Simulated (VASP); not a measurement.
# ZnH2 (Fd-3m) in VASP: reference runs

Reference runs on ZnH2: the cell as given.

Everything below comes from runs of VASP 6.6.1. Logs are shortened: lines on timing, memory, paths and dates and some standing lists are left out, and cuts for length are marked.

## Step 1: The structure

It takes space group Fd-3m (No. 227, cubic). The conventional cell has a = 6.230 Å, b = 6.230 Å, c = 6.230 Å, α = 90.00°, β = 90.00°, γ = 90.00°. Around Zn (site symmetry -43m) lie 12 H at 2.58 Å and 4 Zn at 2.70 Å. Around H (site symmetry -3m) lie 6 H at 2.20 Å.

The cell was built by a generator and needn't be a form met in nature.

## Step 2: Single point, PBE

File INCAR:

```
ALGO = Normal
EDIFF = 1E-7
ENCUT = 520
GGA = PE
ISIF = 2
ISMEAR = -1
LASPH = True
LCHARG = False
LREAL = False
LWAVE = False
NBANDS = 23
NELM = 60
PREC = Accurate
SIGMA = 0.05
```

File KPOINTS:

```
k-points
0
Gamma
  7 7 7
```

File POSCAR:

```
ZnH2
1.0
    0.0000000000      3.1150413900      3.1150413900
    3.1150413900      0.0000000000      3.1150413900
    3.1150413900      3.1150413900      0.0000000000
Zn H
2 4
Direct
    0.0000000000      0.0000000000      0.0000000000
    0.2500000000      0.2500000000      0.2500000000
    0.6250000000      0.6250000000      0.6250000000
    0.1250000000      0.6250000000      0.6250000000
    0.6250000000      0.6250000000      0.1250000000
    0.6250000000      0.1250000000      0.6250000000
```

Potentials or basis: VASP PAW PBE potentials, release 64 (Zn, H).

The run is started by

```bash
cat potpaw_PBE.64/Zn/POTCAR potpaw_PBE.64/H/POTCAR > POTCAR
mpirun -np 1 vasp_std > vasp.out
```

OUTCAR:

```text
EDIFF = 1E-7
   ENCUT = 520
   GGA = PE
   ISIF = 2
   ISMEAR = -1
   LASPH = True
   LREAL = False
   NELM = 60
   PREC = Accurate

 ion  position               nearest neighbor table
   1  0.000  0.000  0.000-   2 2.70   2 2.70   2 2.70   2 2.70
   2  0.250  0.250  0.250-   1 2.70   1 2.70   1 2.70   1 2.70
   3  0.625  0.625  0.625-
   4  0.125  0.625  0.625-
   5  0.625  0.625  0.125-
   6  0.625  0.125  0.625-

  LATTYP: Found a face centered cubic cell.
 ALAT       =     6.2300827800

  Lattice vectors:

 A1 = (   0.0000000000,   3.1150413900,   3.1150413900)
 A2 = (   3.1150413900,   0.0000000000,   3.1150413900)
 A3 = (   3.1150413900,   3.1150413900,   0.0000000000)

Analysis of symmetry for initial positions (statically):
=====================================================================
 Subroutine PRICEL returns:
 Original cell was already a primitive cell.

 Routine SETGRP: Setting up the symmetry group for a
 face centered cubic supercell.

 Subroutine GETGRP returns: Found 48 space group operations
 (whereof 24 operations were pure point group operations)
 out of a pool of 48 trial point group operations.

The static configuration has the point symmetry T_d .
 The point group associated with its full space group is O_h .

Analysis of symmetry for dynamics (positions and initial velocities):
=====================================================================
 Subroutine PRICEL returns:
 Original cell was already a primitive cell.

 Routine SETGRP: Setting up the symmetry group for a
 face centered cubic supercell.

 Subroutine GETGRP returns: Found 48 space group operations
 (whereof 24 operations were pure point group operations)
 out of a pool of 48 trial point group operations.

The dynamic configuration has the point symmetry T_d .
 The point group associated with its full space group is O_h .

 Subroutine INISYM returns: Found 48 space group operations
 (whereof 24 operations are pure point group operations),
 and found     1 'primitive' translations

----------------------------------------------------------------------------------------

                                     Primitive cell

  volume of cell :      60.4535

  direct lattice vectors                    reciprocal lattice vectors
     0.000000000  3.115041390  3.115041390    -0.160511511  0.160511511  0.160511511
     3.115041390  0.000000000  3.115041390     0.160511511 -0.160511511  0.160511511
     3.115041390  3.115041390  0.000000000     0.160511511  0.160511511 -0.160511511

  length of vectors
     4.405333781  4.405333781  4.405333781     0.278014092  0.278014092  0.278014092

  position of ions in fractional coordinates (direct lattice)
     0.000000000  0.000000000  0.000000000
     0.250000000  0.250000000  0.250000000
     0.625000000  0.625000000  0.625000000
     0.125000000  0.625000000  0.625000000
     0.625000000  0.625000000  0.125000000
     0.625000000  0.125000000  0.625000000

  ion indices of the primitive-cell ions
   primitive index   ion index
                 1           1
                 2           2
                 3           3
                 4           4
                 5           5
                 6           6

----------------------------------------------------------------------------------------

 KPOINTS: k-points

Automatic generation of k-mesh.
 Grid dimensions read from file:
 generate k-points for:    7    7    7

 Generating k-lattice:

  Cartesian coordinates                     Fractional coordinates (reciprocal lattice)
    -0.022930216  0.022930216  0.022930216     0.142857143  0.000000000  0.000000000
     0.022930216 -0.022930216  0.022930216     0.000000000  0.142857143  0.000000000
     0.022930216  0.022930216 -0.022930216     0.000000000  0.000000000  0.142857143

  Length of vectors
     0.039716299  0.039716299  0.039716299

  Shift w.r.t. Gamma in fractional coordinates (k-lattice)
     0.000000000  0.000000000  0.000000000

 Subroutine IBZKPT returns following result:
 ===========================================

 Found     20 irreducible k-points:

 Following reciprocal coordinates:
            Coordinates               Weight
  0.000000  0.000000  0.000000      1.000000
  0.142857  0.000000  0.000000      8.000000
  0.285714  0.000000  0.000000      8.000000
  0.428571  0.000000  0.000000      8.000000
  0.142857  0.142857  0.000000      6.000000
  0.285714  0.142857  0.000000     24.000000
[... 12 lines left out ...]
 -0.428571  0.428571  0.142857     24.000000
 -0.285714  0.428571  0.142857     24.000000
   k-points           NKPTS =     20   k-points in BZ     NKDIM =     20   number of bands    NBANDS=     23
   number of dos      NEDOS =    301   number of ions     NIONS =      6
   total plane-waves  NPLWV =  46656
   dimension x,y,z NGX =    36 NGY =   36 NGZ =   36
   dimension x,y,z NGXF=    72 NGYF=   72 NGZF=   72
   ions per type =               2   4
   NGX,Y,Z   is equivalent  to a cutoff of  13.59, 13.59, 13.59 a.u.
   NGXF,Y,Z  is equivalent  to a cutoff of  27.17, 27.17, 27.17 a.u.
 SYSTEM =  unknown system
   PREC   = accura    normal or accurate (medium, high low for compatibility)
   ISTART =      0    job   : 0-new  1-cont  2-samecut
   ICHARG =      2    charge: 1-file 2-atom 10-const
   ISPIN  =      1    spin polarized calculation?
   LNONCOLLINEAR =      F non collinear calculations
   LSORBIT =      F    spin-orbit coupling
   LASPH  =      T    aspherical Exc in radial PAW
   ENCUT  =  520.0 eV  38.22 Ry    6.18 a.u.   8.19  8.19  8.19*2*pi/ulx,y,z
   NELM   =     60;   NELMIN=  2; NELMDL= -5     # of ELM steps
   EDIFF  = 0.1E-06   stopping-criterion for ELM
   LREAL  =      F    real-space projection
   EDIFFG = 0.1E-05   stopping-criterion for IOM
   NSW    =      0    number of steps for IOM
   IBRION =     -1    ionic relax: 0-MD 1-quasi-New 2-CG
   NFREE  =      0    steps in history (QN), initial steepest desc. (CG)
   ISIF   =      2    stress and relaxation
   ISYM   =      2    0-nonsym 1-usesym 2-fastsym
   POTIM  = 0.5000    time-step for ionic-motion
   TEBEG  =    0.0;   TEEND  =   0.0 temperature during run
   PSTRESS=    0.0 pullay stress
   NELECT =      28.0000    total number of electrons
   NUPDOWN=      -1.0000    fix difference up-down
   EMIN   =  10.00;   EMAX   =-10.00  energy-range for DOS
   EFERMI =   0.00;   METHOD = LEGACY
   ISMEAR =    -1;   SIGMA  =   0.05  broadening in eV -4-tet -1-fermi 0-gaus
   EFERMI_NEDOS =   21; number of points for ismear=-14 and -15
   IALGO  =     38    algorithm
   IMIX   =      4    mixing-type and parameters
     AMIX     =   0.40;   BMIX     =  1.00
     AMIX_MAG =   1.60;   BMIX_MAG =  1.00
  volume/ion in A,a.u.               =      10.08        67.99
  Fermi-wavevector in a.u.,A,eV,Ry     =   1.266641  2.393605 21.828922  1.604381
  Thomas-Fermi vector in A             =   2.399831
   LORBIT       =      0    0 simple, 1 ext, 2 COOP (PROOUT), +10 PAW based schemes
   GGA     = PE    functional components
   LHFCALC =     F    Hartree Fock is set to
   AEXX    =    0.0000 exact exchange contribution
   IVDW    =     0    specifies the selected vdW correction
   LEPSILON=     F    determine dielectric tensor
   LRPA    =     F    only Hartree local field effects (RPA)
 non-spin polarized calculation
  energy-cutoff  :      520.00
  volume of cell :       60.45
 maximum number of plane-waves:      1647
 NGX is ok and might be reduce to    36
   NGX = 17   NGY = 17   NGZ = 17

 number of electron      28.0000012 magnetization

 Free energy of the ion-electron system (eV)
  ---------------------------------------------------
  ext. energy  EPLUGINS =         0.00000000
  ---------------------------------------------------
  free energy    TOTEN  =        -9.45238415 eV

  energy without entropy =       -9.44561632  energy(sigma->0) =       -9.44900023

 E-fermi :   0.4521     XC(G=0):  -9.8517

 val. band max:        0.4154219374   @ k =   0.2857   0.2857   0.0000
 cond. band min:       0.5520583702   @ k =   0.4286   0.0000   0.0000
 fundamental gap:      0.1366364328
 Fermi energy:         0.4521407348

 k-point     1 :       0.0000    0.0000    0.0000
  band No.  band energies     occupation
      1      -8.6615      2.00000
      2      -6.7980      2.00000
      3      -6.7980      2.00000
      4      -6.7980      2.00000
      5      -6.7527      2.00000
      6      -6.7527      2.00000
[... 15 lines left out ...]
     22       5.4713      0.00000
     23      10.0456      0.00000

 k-point     2 :       0.1429    0.0000    0.0000
  band No.  band energies     occupation
      1      -8.4295      2.00000
      2      -6.8282      2.00000
      3      -6.8282      2.00000
      4      -6.7888      2.00000
      5      -6.7096      2.00000
      6      -6.7096      2.00000
[... 15 lines left out ...]
     22       7.6440      0.00000
     23      10.9551      0.00000

 k-point     3 :       0.2857    0.0000    0.0000
  band No.  band energies     occupation
      1      -7.7611      2.00000
      2      -6.8354      2.00000
      3      -6.8354      2.00000
      4      -6.7508      2.00000
      5      -6.6883      2.00000
      6      -6.6883      2.00000
[... 15 lines left out ...]
     22      10.6342      0.00000
     23      13.0878      0.00000
[... 391 lines left out ...]
 k-point    19 :      -0.4286    0.4286    0.1429
  band No.  band energies     occupation
      1      -6.9466      2.00000
      2      -6.9422      2.00000
      3      -6.7445      2.00000
      4      -6.6966      2.00000
      5      -6.5794      2.00000
      6      -6.5376      2.00000
[... 15 lines left out ...]
     22      11.9316      0.00000
     23      13.1215      0.00000

 k-point    20 :      -0.2857    0.4286    0.1429
  band No.  band energies     occupation
      1      -6.9706      2.00000
      2      -6.9181      2.00000
      3      -6.7216      2.00000
      4      -6.6448      2.00000
      5      -6.6245      2.00000
      6      -6.5419      2.00000
[... 15 lines left out ...]
     22      12.3177      0.00000
     23      13.6967      0.00000

------------------------ aborting loop because EDIFF is reached ----------------------------------------

  FORCE on cell =-STRESS in cart. coord.  units (eV):
  Direction    XX          YY          ZZ          XY          YZ          ZX
  --------------------------------------------------------------------------------------
  -------------------------------------------------------------------------------------
  Total       -4.9932978     -4.9932978     -4.9932978     -0.0000000      0.0000000     -0.0000000
  in kB     -132.3355694   -132.3355694   -132.3355694     -0.0000000      0.0000000     -0.0000000
  external PRESSURE =    -132.3355694 kB  Pullay stress =       0.0000000 kB

 VOLUME and BASIS-vectors are now :
 -----------------------------------------------------------------------------
  energy-cutoff  :      520.00
  volume of cell :       60.45
      direct lattice vectors                 reciprocal lattice vectors
     0.000000000  3.115041390  3.115041390    -0.160511511  0.160511511  0.160511511
     3.115041390  0.000000000  3.115041390     0.160511511 -0.160511511  0.160511511
     3.115041390  3.115041390  0.000000000     0.160511511  0.160511511 -0.160511511

 POSITION                                       TOTAL-FORCE (eV/Angst)
 -----------------------------------------------------------------------------------
      0.00000      0.00000      0.00000         0.000000      0.000000      0.000000
      1.55752      1.55752      1.55752        -0.000000     -0.000000     -0.000000
      3.89380      3.89380      3.89380         0.000000     -0.000000      0.000000
      3.89380      2.33628      2.33628         0.000000     -0.000000      0.000000
      2.33628      2.33628      3.89380         0.000000     -0.000000      0.000000
      2.33628      3.89380      2.33628         0.000000     -0.000000      0.000000
 -----------------------------------------------------------------------------------
    total drift:                                0.000000      0.000000      0.000000

  FREE ENERGIE OF THE ION-ELECTRON SYSTEM (eV)
  ---------------------------------------------------
  free  energy   TOTEN  =        -9.4523841457 eV

  energy  without entropy=       -9.4456163220  energy(sigma->0) =       -9.44900023
```

It took 17 s on 1 thread of AMD EPYC 9R45 (Zen 5), shared host; peak memory 0.17 GiB.

What came out:

```
Free energy            : -9.4524 eV
Pressure               : -13.2 GPa
Band gap on the k mesh : none (metal or under the smearing width)
```
